## When the heavy atom vibrates too fast: tin in SnO

How much of a crystal's vibration spectrum can be read from the masses of its atoms? In tin monoxide, tin is about seven times as heavy as oxygen. With equal restoring forces it should therefore vibrate about 2.7 times more slowly. Along the stacking axis the calculation gives a factor of only about 1.7, because tin is held roughly two and a half times as stiffly as oxygen. Measured against the polar mode without its macroscopic field, about two thirds of that stiffness appears only when one sheet of tin moves against the next.

Phonon frequencies of SnO (P4/nmm, four atoms per cell) at the relaxed cell, from VASP 6.6.1 with non-spin-polarised PBEsol, no dispersion correction, PBE PAW potentials (Sn_d, O), a 600 eV cutoff, a 5×5×5 k mesh and Fermi–Dirac smearing of 0.05 eV. Phonon q row 1 is the zone centre (0 0 0); negative values denote imaginary frequencies.

```tsv
row	phonon q row (row)	phonon frequency (cm⁻¹)
1	1	-0.2
2	1	-0.1
3	1	-0.1
4	1	113.8
5	1	113.8
6	1	207.7
7	1	266.8
8	1	266.8
9	1	347.8
10	1	363.7
11	1	457.3
12	1	457.3
```

### Which atoms move

The crystal is built of layers. Each has a flat sheet of oxygen in the middle and a sheet of tin above and below it, and a gap separates it from the next layer. All rows belong to the zone centre, where every unit cell moves in the same way. The cell holds two tin and two oxygen atoms, hence twelve modes. Rows 1 to 3 shift the whole crystal, which costs no energy, so their tiny negative values are numerical noise and no sign of instability.

The other nine modes sort themselves by symmetry. The two directions within the layer are equivalent, so motions in the plane come as pairs of equal frequency: rows 4 and 5, 7 and 8, 11 and 12. The single rows 6, 9 and 10 are motions along the stacking axis. In one of them only tin moves, the two sheets going in opposite directions. In another only oxygen moves, again in opposite directions, and in the third all tin moves against all oxygen.

The third motion separates positive from negative charge and is called polar. Its frequency is calculated here without the macroscopic electric field that such a motion can set up, so it is the transverse value, and the force constants below refer to that case. The other two are a gift to the analysis, since each contains a single element and its frequency gives the stiffness felt by that element directly. The frequencies alone do not say which row is which. The natural reading takes row 6, the lowest, as the tin mode and row 9 as the oxygen mode, which leaves row 10 as the polar one.

### What mass alone predicts

Suppose that forces act only between tin and oxygen, as a picture of Sn–O bonds suggests. Let $S$ be the total force constant along the axis between one atom and all atoms of the other element. It is the same for both elements, because action equals reaction and the cell holds as many tin as oxygen atoms. With $M$ and $m$ for the masses of tin and oxygen, and $\omega$ for the angular frequency, which is proportional to the tabulated phonon frequency, the three modes obey

$$
\omega_{\mathrm{Sn}}^2=\frac{S}{M},\qquad
\omega_{\mathrm{O}}^2=\frac{S}{m},\qquad
\omega_{\mathrm{polar}}^2=S\left(\frac{1}{M}+\frac{1}{m}\right).
$$

One frequency now predicts the other two. Starting from the oxygen mode in row 9, the tin mode should lie at

$$
347.8\ \mathrm{cm^{-1}}\times\sqrt{\frac{16.00}{118.71}}=127.7\ \mathrm{cm^{-1}}.
$$

The calculation gives 207.7 cm⁻¹, which is 80 cm⁻¹ higher. The formula has no adjustable constant beyond its starting row, so this gap is a real failure of the picture.

The polar mode behaves quite differently. The same starting row puts it at 370.5 cm⁻¹, within 2% of row 10. It lies close to the oxygen mode because the light atom does most of the moving, and the heavy one adds little to the sum of inverse masses. The model thus works for a mode in which tin and oxygen both move and fails for the mode in which tin moves alone.

### Tin against tin

The contrast between these two modes points to the cause. In the polar mode both tin sheets move together, and their distance stays fixed. In row 6 they move apart across the oxygen sheet while they approach each other across the gap, and half a period later the roles are exchanged. Any force that depends on the spacing of the tin sheets acts in row 6 and is silent in the polar mode.

Such a force is easily added to the model. If one tin sheet moves up by some distance and the other moves down by the same distance, a coupling between them adds a constant $D_{\mathrm{Sn}}$ to the stiffness of each tin atom:

$$
M\,\omega_{\mathrm{Sn}}^2=S+D_{\mathrm{Sn}}.
$$

Oxygen receives a corresponding term $D_{\mathrm{O}}$, and the polar mode keeps its old formula. Within harmonic theory this form is exact at the zone centre. Three frequencies then fix three constants, so the result is a translation of the table into forces and not a further test of the model.

The translation is instructive. Tin in row 6 feels a total of 302 N/m, of which only 110 N/m is the coupling to oxygen. The remaining 192 N/m is the tin–tin term. For oxygen the corresponding extra term is a mere 4 N/m, which restates how well the simple model served for rows 9 and 10. This split rests on the transverse polar value. The longitudinal one is higher, and using it would raise $S$ and lower both extra terms by the same amount, so the oxygen term is expected to turn negative and the tin term to come closer to $S$. The total of 302 N/m does not change.

### Does the reading of the rows matter?

If rows 9 and 10 exchange roles, the bond picture does less well for the polar mode and misses it by 11%. The tin–tin term hardly notices and becomes 201 N/m. If row 6 were not the tin mode at all, tin would have to be at least 6.8 times as stiffly held as oxygen, so the anomaly would only grow. The excess stiffness of tin therefore holds for every possible assignment, while the near absence of an oxygen–oxygen term belongs to the natural reading and to the transverse polar value.

### Where the coupling comes from

The geometry shows that the tin sheets have close neighbours on both sides. In the relaxed cell, a tin atom has four tin neighbours at 3.63 Å across the gap and four at 3.55 Å across the oxygen sheet. Since row 6 changes both sets of distances at once, its frequency cannot tell how much each side contributes. The two distances are nearly equal, but that does not make the two sides equally stiff. The relaxation that preceded the phonon run shortened the stacking period from 4.887 to 4.742 Å and gained only about 9 meV per cell, which in a harmonic estimate makes the stack as soft as about 14 N/m. With gap and layer taken as springs in series, the gap spring is then near 15 N/m, and it adds twice that, some 30 N/m, to the 192 N/m. The estimate is rough, since the in-plane edge changed slightly too and the step is not small, but it places most of the tin–tin term inside the layer.

Each side has a plausible mechanism. Divalent tin keeps a pair of 5s electrons that is pushed out towards the gap, and lone pairs of facing layers repel each other when the gap narrows. Within the layer, moving the tin sheets apart bends the Sn–O–Sn angles, and in a description by force constants such bending also appears as a coupling between tin atoms. The same motion stretches all four bonds of each oxygen at once, whereas the other two axial modes stretch two and shorten two, so a coupling between the upper and lower bonds acts in the same way. The soft stack makes the lone pairs the minor part; how bending and coupled stretching share the rest remains a guess.

The size of the term also depends on the cell. The relaxed stacking period of 4.74 Å is about 2% shorter than the measured one, so the layers sit somewhat too close. This probably stiffens the contacts across the gap, though these carry only the smaller part of the term. The lattice is also treated as static, without zero-point motion or thermal expansion, and the k mesh and cutoff are usual working values whose convergence was not tested here. Small quantities, such as the oxygen term of 4 N/m and the energy gain behind the estimate for the gap, are the most exposed to this. The tin–tin term is best remembered as large, comparable with or greater than the tin–oxygen term, and not as a precise constant of the material.

### The pairs in the plane

The bond picture can be tested on the paired rows as well. One pair is polar, and the other two mix tin and oxygen motion. Mixing shifts the individual frequencies but leaves the sum of their squares unchanged. With tin–oxygen forces alone, the polar pair must therefore be the highest, and its square must equal the sum of the squares of the other two:

$$
\sqrt{113.8^2+266.8^2}\ \mathrm{cm^{-1}}\approx 290\ \mathrm{cm^{-1}}.
$$

The highest pair, rows 11 and 12, lies at 457.3 cm⁻¹ instead. No choice of the polar pair repairs this, so forces between like atoms matter in the plane too. How tin and oxygen share them cannot be read from the frequencies, which give only bounds: if rows 7 and 8 are the polar pair, tin–oxygen forces alone would put unmixed tin motion at 92 cm⁻¹, below the lowest pair, so some tin–tin stiffening is required. Even if the polar pair were known, the two other pairs would have to fix three constants: a tin–tin term, an oxygen–oxygen term and the strength of the mixing. The patterns of motion would be needed as well. For the stacking axis the single-element modes made this question easy; in the plane the mixing hides the answer.

The lesson for reading such a spectrum is to ask which distances a mode changes before dividing by the root of a mass. Mass scaling compares atoms fairly only if they feel the same stiffness. A heavy sublattice that moves as a block shows its coupling to the light atoms. Once its own sheets move against each other, it also shows how they hold one another, and in SnO that second contribution is comparable with the first or larger.
